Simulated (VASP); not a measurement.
# H11NO4 in VASP: further runs

One crystal, H11NO4, is run at these levels: PBE+D3(BJ); tasks: single point.

Everything below comes from runs of VASP 6.6.1. Logs are shortened: lines on timing, memory, paths and dates and some standing lists are left out, and cuts for length are marked.

## (1) The structure

The cell holds a amorphous, 16 atoms: a = 5.418 Å, b = 5.418 Å, c = 5.418 Å, α = 90.00°, β = 90.00°, γ = 90.00°.

The cell was built by a generator and needn't be a form met in nature.

## (2) Single point, PBE+D3(BJ)

File INCAR:

```
SYSTEM = H11NO4
PREC     = Accurate       ! precision mode
ENCUT    = 520            ! plane-wave cutoff, eV
EDIFF    = 1E-7           ! SCF threshold, eV
ISMEAR   = -1             ! smearing method
SIGMA    = 0.02           ! smearing width, eV
LREAL    = Auto         
LASPH    = .TRUE.         ! aspherical terms in the spheres
NELM     = 100            ! most SCF steps
ALGO     = Fast           ! electronic algorithm
ISIF     = 2              ! what is computed and relaxed
LWAVE    = .FALSE.        ! write WAVECAR
LCHARG   = .TRUE.         ! write CHGCAR
GGA      = PE             ! functional
IVDW     = 12             ! dispersion correction
LELF     = .TRUE.         ! ELF
LVHAR    = .TRUE.       
NBANDS   = 34             ! bands
```

File KPOINTS:

```
Automatic mesh
0
G
  1 1 1
  0 0 0
```

File POSCAR:

```
H11NO4
1.0
    5.4175020000      0.0000000000      0.0000000000
    0.0000000000      5.4175020000      0.0000000000
    0.0000000000      0.0000000000      5.4175020000
O H N
4 11 1
Direct
    0.9570949209      0.6725144305      0.1239224127
    0.7183622266      1.0156732594      0.7851776791
    0.3727778535      0.4218712851      0.8803575354
    0.6605503784      0.3112099044      0.3462502222
    0.8951206810      0.8023975449      0.0125619405
    1.0596407133      0.5632032145      0.0198177714
    0.7570819610      1.1062460072      0.6327144549
    0.5953946799      0.8951690509      0.7245603993
    0.3923314838      0.5472800907      0.7482864244
    0.4811434511      0.2852745032      0.8283807932
    0.7737520050      0.4467527263      0.2971686175
    0.5460088378      0.3147318436      0.2067278348
    0.3049447103      0.9787332736      0.4995093701
    0.5025978641      0.7998851796      0.3611452911
    0.2195363867      0.7124165509      0.3987471262
    0.3623556466      0.7990329351      0.4883830272
```

Potentials or basis: VASP PAW PBE potentials, release 64 (O, H, N).

Run with:

```bash
$ cat potpaw_PBE.64/O/POTCAR potpaw_PBE.64/H/POTCAR potpaw_PBE.64/N/POTCAR > POTCAR
$ mpirun -np 1 vasp_gam > vasp.out
```

OUTCAR:

```text
SYSTEM = H11NO4
   PREC = Accurate
   ENCUT = 520
   EDIFF = 1E-7
   ISMEAR = -1
   LREAL = Auto
   LASPH = .TRUE.
   NELM = 100
   ISIF = 2
   GGA = PE
   IVDW = 12
 IVDW          = 12

 ion  position               nearest neighbor table
   1  0.957  0.673  0.124-   5 0.99   6 0.99
   2  0.718  0.016  0.785-   7 0.98   8 0.99
   3  0.373  0.422  0.880-  10 0.99   9 0.99
   4  0.661  0.311  0.346-  12 0.98  11 0.99
   5  0.895  0.802  0.013-   1 0.99
   6  0.060  0.563  0.020-   1 0.99
   7  0.757  0.106  0.633-   2 0.98
   8  0.595  0.895  0.725-   2 0.99
   9  0.392  0.547  0.748-   3 0.99
  10  0.481  0.285  0.828-   3 0.99
  11  0.774  0.447  0.297-   4 0.99
  12  0.546  0.315  0.207-   4 0.98
  13  0.305  0.979  0.500-  16 1.02
  14  0.503  0.800  0.361-  16 1.03
  15  0.220  0.712  0.399-  16 1.03
  16  0.362  0.799  0.488-  13 1.02  14 1.03  15 1.03

  LATTYP: Found a simple cubic cell.
 ALAT       =     5.4175020000

  Lattice vectors:

 A1 = (   5.4175020000,   0.0000000000,   0.0000000000)
 A2 = (   0.0000000000,   5.4175020000,   0.0000000000)
 A3 = (   0.0000000000,   0.0000000000,   5.4175020000)

Analysis of symmetry for initial positions (statically):
=====================================================================
 Subroutine PRICEL returns:
 Original cell was already a primitive cell.

 Routine SETGRP: Setting up the symmetry group for a
 simple cubic supercell.

 Subroutine GETGRP returns: Found  1 space group operations
 (whereof  1 operations were pure point group operations)
 out of a pool of 48 trial point group operations.

The static configuration has the point symmetry C_1 .

Analysis of symmetry for dynamics (positions and initial velocities):
=====================================================================
 Subroutine PRICEL returns:
 Original cell was already a primitive cell.

 Routine SETGRP: Setting up the symmetry group for a
 simple cubic supercell.

 Subroutine GETGRP returns: Found  1 space group operations
 (whereof  1 operations were pure point group operations)
 out of a pool of 48 trial point group operations.

The dynamic configuration has the point symmetry C_1 .

 Subroutine INISYM returns: Found  1 space group operations
 (whereof  1 operations are pure point group operations),
 and found     1 'primitive' translations

----------------------------------------------------------------------------------------

                                     Primitive cell

  volume of cell :     159.0000

  direct lattice vectors                    reciprocal lattice vectors
     5.417502000  0.000000000  0.000000000     0.184586918  0.000000000  0.000000000
     0.000000000  5.417502000  0.000000000     0.000000000  0.184586918  0.000000000
     0.000000000  0.000000000  5.417502000     0.000000000  0.000000000  0.184586918

  length of vectors
     5.417502000  5.417502000  5.417502000     0.184586918  0.184586918  0.184586918

  position of ions in fractional coordinates (direct lattice)
     0.957094921  0.672514431  0.123922413
     0.718362227  0.015673259  0.785177679
     0.372777853  0.421871285  0.880357535
     0.660550378  0.311209904  0.346250222
     0.895120681  0.802397545  0.012561940
     0.059640713  0.563203214  0.019817771
     0.757081961  0.106246007  0.632714455
     0.595394680  0.895169051  0.724560399
     0.392331484  0.547280091  0.748286424
     0.481143451  0.285274503  0.828380793
     0.773752005  0.446752726  0.297168617
     0.546008838  0.314731844  0.206727835
     0.304944710  0.978733274  0.499509370
     0.502597864  0.799885180  0.361145291
     0.219536387  0.712416551  0.398747126
     0.362355647  0.799032935  0.488383027

  ion indices of the primitive-cell ions
   primitive index   ion index
                 1           1
                 2           2
                 3           3
                 4           4
                 5           5
                 6           6
                 7           7
                 8           8
                 9           9
[... 52 lines left out ...]
  ---------------------------------------------------
  ext. energy  EPLUGINS =         0.00000000
  ---------------------------------------------------
  free energy    TOTEN  =       -78.20312799 eV

  energy without entropy =      -78.20312799  energy(sigma->0) =      -78.20312799

 E-fermi :  -3.1788     XC(G=0):  -6.7464

 val. band max:       -3.7481689742   @ k =   0.0000   0.0000   0.0000
 cond. band min:       1.0601477576   @ k =   0.0000   0.0000   0.0000
 fundamental gap:      4.8083167318
 Fermi energy:        -3.1788252155

 k-point     1 :       0.0000    0.0000    0.0000
  band No.  band energies     occupation
      1     -22.3413      2.00000
      2     -21.9476      2.00000
      3     -21.6674      2.00000
      4     -21.5547      2.00000
      5     -18.5182      2.00000
      6     -10.0965      2.00000
      7      -9.8805      2.00000
      8      -9.5248      2.00000
      9      -9.1819      2.00000
     10      -8.5186      2.00000
     11      -8.4706      2.00000
     12      -6.9732      2.00000
     13      -6.6812      2.00000
     14      -6.2050      2.00000
     15      -5.6238      2.00000
     16      -4.3715      2.00000
     17      -4.2384      2.00000
     18      -4.0153      2.00000
     19      -3.9016      2.00000
     20      -3.7482      2.00000
     21       1.0601      0.00000
     22       4.7821      0.00000
     23       5.3345      0.00000
     24       5.6588      0.00000
     25       6.3384      0.00000
     26       6.5412      0.00000
     27       6.7603      0.00000
     28       7.0628      0.00000
     29       7.4696      0.00000
     30       7.8810      0.00000
     31       8.0321      0.00000
     32       8.4095      0.00000
 [bands above 32 left out]

------------------------ aborting loop because EDIFF is reached ----------------------------------------

 Edisp (eV)   -0.54583

 E8    (eV) :    -0.1111

  FORCE on cell =-STRESS in cart. coord.  units (eV):
  Direction    XX          YY          ZZ          XY          YZ          ZX
  --------------------------------------------------------------------------------------
  -------------------------------------------------------------------------------------
  Total      -0.09689    -1.06405    -0.96639     0.92606     1.00062     0.43463
  in kB      -0.97629   -10.72196    -9.73790     9.33156    10.08287     4.37962
  external pressure =       -7.15 kB  Pullay stress =        0.00 kB

 VOLUME and BASIS-vectors are now :
 -----------------------------------------------------------------------------
  energy-cutoff  :      520.00
  volume of cell :      159.00
      direct lattice vectors                 reciprocal lattice vectors
     5.417502000  0.000000000  0.000000000     0.184586918  0.000000000  0.000000000
     0.000000000  5.417502000  0.000000000     0.000000000  0.184586918  0.000000000
     0.000000000  0.000000000  5.417502000     0.000000000  0.000000000  0.184586918

 POSITION                                       TOTAL-FORCE (eV/Angst)
 -----------------------------------------------------------------------------------
      5.18506      3.64335      0.67135         0.153669     -0.259022     -0.221259
      3.89173      0.08491      4.25370         0.001783     -0.004276      0.045429
      2.01952      2.28549      4.76934         0.004664      0.095798     -0.125016
      3.57853      1.68598      1.87581         0.160663      0.233019     -0.020164
      4.84932      4.34699      0.06805        -0.017348     -0.004100      0.020158
      0.32310      3.05115      0.10736        -0.033429      0.174662      0.185235
      4.10149      0.57559      3.42773         0.054322      0.073066     -0.055213
      3.22555      4.84958      3.92531        -0.067619     -0.081596      0.036230
      2.12546      2.96489      4.05384        -0.067791      0.024510      0.044280
      2.60660      1.54548      4.48775        -0.029461     -0.043646      0.077565
      4.19180      2.42028      1.60991        -0.092893     -0.188948     -0.010518
      2.95800      1.70506      1.11995        -0.041175     -0.058180      0.017672
      1.65204      5.30229      2.70609         0.013403     -0.037388      0.014226
      2.72282      4.33338      1.95651        -0.040104     -0.012045      0.067338
      1.18934      3.85952      2.16021        -0.013890     -0.000949      0.035107
      1.96306      4.32876      2.64582         0.015204      0.089094     -0.111071
 -----------------------------------------------------------------------------------
    total drift:                               -0.005793     -0.003868     -0.004356

  FREE ENERGIE OF THE ION-ELECTRON SYSTEM (eV)
  ---------------------------------------------------
  free  energy   TOTEN  =       -78.7489572449 eV

  energy  without entropy=      -78.7489572449  energy(sigma->0) =      -78.74895724
```

Run time: 11 s. Hardware: 1 thread of Intel Xeon 6975P-C (Granite Rapids), shared host; peak memory 0.24 GiB.

Results:

| Property | Result |
| --- | --- |
| Free energy | -78.7490 eV |
| Pressure | -0.7 GPa |
| Largest force | 0.374 eV/Å |
| Band gap on the k mesh | 4.81 eV, direct |
| Dispersion energy per atom | -0.034 eV |

Forces on the atoms (eV/Å):
```
O    0.154 -0.259 -0.221
O    0.002 -0.004  0.045
O    0.005  0.096 -0.125
O    0.161  0.233 -0.020
H   -0.017 -0.004  0.020
H   -0.033  0.175  0.185
H    0.054  0.073 -0.055
H   -0.068 -0.082  0.036
H   -0.068  0.025  0.044
H   -0.029 -0.044  0.078
H   -0.093 -0.189 -0.011
H   -0.041 -0.058  0.018
H    0.013 -0.037  0.014
H   -0.040 -0.012  0.067
H   -0.014 -0.001  0.035
N    0.015  0.089 -0.111
```

Expect the measured gap to be larger: semilocal functionals such as PBE lack the derivative discontinuity.

## (3) Single point, PBE+D3(BJ)

File INCAR:

```
SYSTEM = H11NO4
ALGO = Fast
EDIFF = 1E-6
ENCUT = 520
GGA = PE
ISIF = 2
ISMEAR = -1
IVDW = 12
LASPH = .TRUE.
LCHARG = .FALSE.
LREAL = Auto
LWAVE = .FALSE.
NBANDS = 34
NELM = 100
PREC = Accurate
SIGMA = 0.02
```

File KPOINTS:

```
k-points
0
G
  1 1 1
  0 0 0
```

File POSCAR:

```
H11NO4
1.0
    5.4175020000      0.0000000000      0.0000000000
    0.0000000000      5.4175020000      0.0000000000
    0.0000000000      0.0000000000      5.4175020000
O H N
4 11 1
Direct
    0.9247804615      0.6460726733      0.1685278566
    0.8420116873      0.9286014108      0.7813748846
    0.4860173563      0.4339638453      0.8350712192
    0.6994736689      0.2516658046      0.3962158205
    0.8400919834      0.8039867821      0.1580986957
    1.0679276168      0.6384307749      0.0394277658
    0.8694966795      0.9924500259      0.6110934523
    0.7129854313      0.8069586315      0.7616979191
    0.3926532930      0.5168433717      0.7204612015
    0.5631562296      0.2907428553      0.7669586463
    0.8397781856      0.3477802131      0.4829347548
    0.7405996343      0.2752375541      0.2242361886
    0.3995568437      0.9602765260      0.3747299032
    0.4518318590      0.6458880864      0.4016611346
    0.2056298272      0.7554588812      0.3708535779
    0.3622333688      0.7971016900      0.4707889356
```

Potentials or basis: VASP PAW PBE potentials, release 64 (O, H, N).

Run with:

```bash
$ cat potpaw_PBE.64/O/POTCAR potpaw_PBE.64/H/POTCAR potpaw_PBE.64/N/POTCAR > POTCAR
$ mpirun -np 1 vasp_gam > vasp.out
```

Wall time 8.3 s (1 thread of Intel Xeon 6975P-C (Granite Rapids), shared host); peak memory 0.24 GiB.

The run converged. Its results:

* Free energy: -77.0469 eV
* Pressure: 0.4 GPa
* Largest force: 3.769 eV/Å
* Band gap on the k mesh: 4.03 eV, direct
* Dispersion energy per atom: -0.035 eV

Forces on the atoms (eV/Å):
```
O    2.279 -0.950 -0.911
O    0.532  0.874 -0.817
O    1.379 -0.694  3.438
O    1.870  0.592  1.420
H    0.349  0.042 -0.648
H   -2.377  0.662  1.591
H   -0.370 -0.353  0.895
H   -0.565 -0.394 -0.122
H   -1.514  1.517 -2.428
H    0.007 -0.716 -0.592
H   -1.844 -0.869 -1.287
H    0.034  0.423 -0.559
H    0.940 -0.898  0.660
H    1.318  0.453 -0.343
H   -0.908  0.032  0.755
N   -1.131  0.280 -1.051
```

Stress tensor (GPa, compression positive):
```
 0.14 -0.28  1.62
-0.28 -0.24 -2.13
 1.62 -2.13  1.36
```

Levels at points of the mesh, in eV from the valence-band top:
```tsv
k point	band 17	band 18	band 19	band 20	band 21	band 22	band 23	band 24
(0.00, 0.00, 0.00)	-0.82	-0.47	-0.39	0.00	4.03	7.62	8.15	8.32
```

A hybrid or GW would open this gap; PBE tends to underestimate it.

## (4) Single point, PBE+D3(BJ)

File INCAR:

```
PREC = Accurate
ENCUT = 520
EDIFF = 1E-6
ISMEAR = -1
SIGMA = 0.02
LREAL = Auto
LASPH = T
NELM = 100
ALGO = Fast
ISIF = 2
LWAVE = F
LCHARG = T
GGA = PE
IVDW = 12
LELF = T
LVHAR = T
NBANDS = 34
```

File KPOINTS:

```
regular mesh
0
Gamma
  1 1 1
```

File POSCAR:

```
H11NO4
1.0
    5.4175020000      0.0000000000      0.0000000000
    0.0000000000      5.4175020000      0.0000000000
    0.0000000000      0.0000000000      5.4175020000
O H N
4 11 1
Direct
    0.9931883735      0.6911118815      0.2509089983
    0.8303457941      0.9758925793      0.8850758154
    0.3835162405      0.5258696720      0.8334099369
    0.7732715189      0.2324872238      0.4554682213
    0.8691828817      0.8007565110      0.1866173746
    1.0966678000      0.6372494186      0.1106783163
    0.9759110380      0.8941574918      0.9725515560
    0.7794367219      0.8804611424      0.7381446283
    0.3921918257      0.6214487784      0.6958742240
    0.2195107634      0.4645314390      0.8365294558
    0.7642821359      0.2501337332      0.6364556949
    0.7700966239      0.3899767827      0.3962342792
    0.5149236678      0.9854357230      0.4265803686
    0.5548498182      0.7440144923      0.2804059879
    0.2901890945      0.8336868173      0.3668480418
    0.4508535484      0.7913425782      0.4346837343
```

Run with:

```bash
$ cat potpaw_PBE.64/O/POTCAR potpaw_PBE.64/H/POTCAR potpaw_PBE.64/N/POTCAR > POTCAR
$ mpirun -np 1 vasp_gam > vasp.out
```

Wall time 11 s (1 thread of Intel Xeon 6975P-C (Granite Rapids), shared host); peak memory 0.24 GiB.

It converged, with:

- Free energy: -76.4903 eV
- Pressure: 4.4 GPa
- Largest force: 5.332 eV/Å
- Band gap on the k mesh: 4.50 eV, direct
- Dispersion energy per atom: -0.034 eV

Forces in eV/Å, atoms in the order of the input:
```
O    0.584 -0.973  0.020
O    0.883 -0.488  0.526
O    0.182 -2.460  4.728
O   -0.044 -3.206  1.845
H   -0.754  0.243 -0.042
H   -0.125 -0.072  0.497
H   -1.188  1.180 -2.064
H    0.369 -0.004  0.609
H    0.584  2.888 -4.212
H   -0.930 -0.868 -0.214
H    0.041 -0.197 -0.422
H    0.040  3.432 -1.512
H   -0.123 -1.777  0.923
H   -0.745 -0.632  0.334
H   -2.502 -0.244 -0.681
N    3.729  3.176 -0.333
```

Stress tensor (GPa, compression positive):
```
 3.45  0.56  1.08
 0.56  5.24 -4.71
 1.08 -4.71  4.55
```

Levels at points of the mesh, in eV from the valence-band top:
| k point | band 17 | band 18 | band 19 | band 20 | band 21 | band 22 | band 23 | band 24 |
| --- | --- | --- | --- | --- | --- | --- | --- | --- |
| (0.00, 0.00, 0.00) | -0.72 | -0.41 | -0.13 | 0.00 | 4.50 | 8.19 | 8.65 | 8.85 |

## (5) Single point, PBE+D3(BJ)

File INCAR:

```
SYSTEM = H11NO4
PREC = Accurate
ENCUT = 520
EDIFF = 1E-7
ISMEAR = -1
SIGMA = 0.02
LREAL = Auto
LASPH = .TRUE.
NELM = 100
ALGO = Normal
ISIF = 2
LWAVE = .FALSE.
LCHARG = .FALSE.
GGA = PE
IVDW = 12
NBANDS = 34
```

File KPOINTS:

```
regular mesh
0
G
  1 1 1
  0 0 0
```

File POSCAR:

```
H11NO4
1.0
    5.4175020000      0.0000000000      0.0000000000
    0.0000000000      5.4175020000      0.0000000000
    0.0000000000      0.0000000000      5.4175020000
O H N
4 11 1
Direct
    0.9828515061      0.6487861010      0.1487032215
    0.8107611220      1.1670692507      0.9731053168
    0.3979878549      0.5374248131      0.9170093523
    0.7329761946      0.2539362237      0.4544160759
    0.8965571217      0.5324594250      0.2425472109
    1.1544804229      0.6451497388      0.1932625036
    0.6380616011      1.2079737119      0.9492382282
    0.8392613422      1.0188828726      1.0543973957
    0.4497091095      0.6827131767      0.8160218492
    0.2224641541      0.5390122606      0.8702350271
    0.8656941889      0.2783570731      0.5773878810
    0.7883522701      0.0861467149      0.3592246020
    0.5729947123      0.9641343926      0.5233039139
    0.6071986683      0.6663772344      0.5665526289
    0.4459250776      0.7082784649      0.3238762072
    0.4936407961      0.7922470541      0.4914257531
```

Run with:

```bash
$ cat potpaw_PBE.64/O/POTCAR potpaw_PBE.64/H/POTCAR potpaw_PBE.64/N/POTCAR > POTCAR
$ mpirun -np 1 vasp_gam > vasp.out
```

It took 8.5 s on 1 thread of Intel Xeon 6975P-C (Granite Rapids), shared host; peak memory 0.24 GiB.

Results (log left out):

```
Free energy                : -76.4175 eV
Pressure                   : 1.7 GPa
Largest force              : 3.735 eV/Å
Band gap on the k mesh     : 3.57 eV, direct
Dispersion energy per atom : -0.034 eV
```

Forces on the atoms (eV/Å):
```
O    0.163  2.340 -1.231
O    0.409  1.833 -1.841
O   -0.201  0.362 -0.066
O    1.753 -1.965 -0.962
H   -1.120 -1.787  1.164
H    0.335 -0.203  0.171
H   -0.203 -0.116  0.314
H    0.034 -2.467  0.613
H   -0.182 -0.537  0.165
H    0.174 -0.361  0.383
H   -0.646 -0.379 -0.224
H   -0.652  3.245  1.729
H   -0.941 -0.548 -1.111
H    0.607 -0.495 -0.005
H    0.680  1.512  0.598
N   -0.209 -0.433  0.305
```

Stress tensor (GPa, compression positive):
```
 2.57  1.33 -2.33
 1.33 -1.02 -4.77
-2.33 -4.77  3.62
```

Levels at points of the mesh, in eV from the valence-band top:
| k point | band 18 | band 19 | band 20 | band 21 | band 22 | band 23 |
| --- | --- | --- | --- | --- | --- | --- |
| (0.00, 0.00, 0.00) | -1.13 | -0.49 | 0.00 | 3.57 | 6.88 | 7.51 |
